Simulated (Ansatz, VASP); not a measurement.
# Si in VASP and in Ansatz

```
Si
1.0
     0.00000    2.70166    2.70166
     2.70166    0.00000    2.70166
     2.70166    2.70166    0.00000
Si
2
Cartesian
  2.7017 2.7017 2.7017
  4.0525 4.0525 4.0525
```

Alike in both runs: task single point; functional LDA; k mesh 9 × 9 × 9; occupations fermi-dirac, width 0.05 eV; no spin polarisation.

|  | VASP | Ansatz |
| --- | --- | --- |
| version | VASP 6.6.1 | Ansatz 0.2.0 |
| potentials or method | VASP PAW LDA potentials, release 64 (Si) | plane waves (420 eV) with PAW, scalar-relativistic |
| plane-wave cutoff (eV) | 520 | 420 |
| valence electrons in the cell | 8 | 8 |

Ansatz gave:

```
pressure (GPa) : -0.1
```

Q: Estimate VASP's values.

A: Pressure (GPa): 0.0.

Ansatz warned: «pseudo_functional_mismatch».
